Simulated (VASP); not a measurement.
**CdS: relaxation of cell and atoms with PBE**

CdS:

```
CELL_PARAMETERS angstrom
0.00000 2.75324 2.75324
2.75324 0.00000 2.75324
2.75324 2.75324 0.00000
ATOMIC_POSITIONS crystal
Cd 0.00000 0.00000 0.00000
S 0.50000 0.50000 0.50000
```

Measurements of this composition are mostly on another form, of space group No. 186.

```json
{
 "Program": "VASP 6.6.1",
 "Task": "relaxation of cell and atoms",
 "Functional": "PBE",
 "Potentials or basis": "VASP PAW PBE potentials, release 64 (Cd, S)",
 "Cutoff": "600 eV",
 "k mesh": "8 × 8 × 8",
 "Occupations": "fermi-dirac, width 0.05 eV",
 "Spin": "no spin polarisation",
 "Target pressure": "30 GPa",
 "Further INCAR settings": "ALGO = Normal; EDIFF = 1e-07; IBRION = 2; EDIFFG = -0.005; NSW = 60; ISIF = 3"
}
```

| Item | Value |
| --- | --- |
| Relaxed volume | 16.44 Å³/atom |
| Relaxed cell | a = 3.596 Å, b = 3.596 Å, c = 3.596 Å, α = 60.00°, β = 60.00°, γ = 60.00° |
| Space group after relaxing (to 0.05 Å) | Fm-3m (No. 225) |
| Energy change on relaxing (the enthalpy is what falls) | +328.9 meV/atom |
| Ionic steps | 5 |
| Pressure after relaxing | 30.0 GPa |
| Band gap on the k mesh | 0.14 eV, indirect (least direct gap 3.17 eV) |

The path:
```tsv
step	energy change (eV)	largest force (eV/Å)	pressure (GPa)	volume (Å³)
1	0.0000	0.0000	-0.11	41.74
2	6.6424	0.0000	197.62	22.25
3	0.5059	0.0000	25.05	33.77
4	0.5989	0.0000	28.12	33.21
5	0.6578	0.0000	30.04	32.88
```

Final structure:
```yaml
crystal:
  lattice:
    - [0.00000, 2.54274, 2.54274]
    - [2.54274, 0.00000, 2.54274]
    - [2.54274, 2.54274, 0.00000]
  atoms:
    - { symbol: Cd, position: [0.00000, 0.00000, 0.00000] }
    - { symbol: S, position: [0.50000, 0.50000, 0.50000] }
```

Levels at points of the mesh, in eV from the valence-band top:
```csv
k point,band 6,band 7,band 8,band 9,band 10,band 11,band 12,band 13
"(0.00, 0.00, 0.00)",-8.37,-1.35,-1.35,-1.35,2.03,9.18,9.18,9.18
"(0.50, 0.00, 0.00)",-7.98,-5.92,0.00,0.00,3.17,5.59,5.59,8.82
"(0.50, 0.50, 0.00)",-6.64,-5.98,-3.22,-3.22,0.14,5.62,11.33,12.98
```

It took 75 s on 1 thread of Intel(R) Xeon(R) Platinum 8259CL CPU @ 2.50GHz (Skylake/Cascade Lake) (shared host), peak memory 0.19 GiB.

Caveat: the cell is relaxed towards a set pressure, so the enthalpy falls and the energy may rise; the volume moved by over 15 % at a fixed basis, so the end points are rough. A hybrid or GW would open this gap; PBE tends to underestimate it.
